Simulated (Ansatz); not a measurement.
HgTe (Coloradoite):

```
CELL_PARAMETERS angstrom
0.00000 3.21450 3.21450
3.21450 0.00000 3.21450
3.21450 3.21450 0.00000
ATOMIC_POSITIONS crystal
Hg 0.00000 0.00000 0.00000
Te 0.75000 0.75000 0.75000
```

```yaml
Program: Ansatz 0.2.0
Task: relaxation of cell and atoms
Functional: HSE03
Potentials_or_basis: Ansatz PAW
Cutoff: "420 eV (not typed: the program's choice for these potentials)"
k_mesh: 4 × 4 × 4
Occupations: fermi-dirac, width 0.05 eV
Spin: no spin polarisation
```

At the start: volume 33.22 Å³/atom.

Task: How do energy, volume and symmetry change on relaxing?

Result: It ends after 5 steps and the volume is 35.88 Å³/atom (+8.0 %); space group F-43m (No. 216, to 0.05 Å).

Step by step:
```csv
step,energy change (eV),largest force (eV/Å),volume (Å³)
1,0.0000,0.0000,66.43
2,-0.0350,0.0000,75.29
3,-0.0539,0.0000,72.32
4,-0.0545,0.0000,71.76
5,-0.0564,0.0000,71.76
```

Final structure:
```
Hg Te
1.0
     0.00000    3.29824    3.29824
     3.29824    0.00000    3.29824
     3.29824    3.29824    0.00000
Hg Te
1 1
Direct
  0.00000 0.00000 0.00000
  0.75000 0.75000 0.75000
```

Caveat: the k mesh is coarse (spacing up to 0.42 Å⁻¹), so the values aren't converged, least of all with exact exchange; the plane-wave basis is chosen anew once the cell has moved, so the energies of steps on either side of that aren't comparable; the PAW data sets come from PBE, with cores solved anew for the run's functional, which leaves a small shift of forces and pressure.
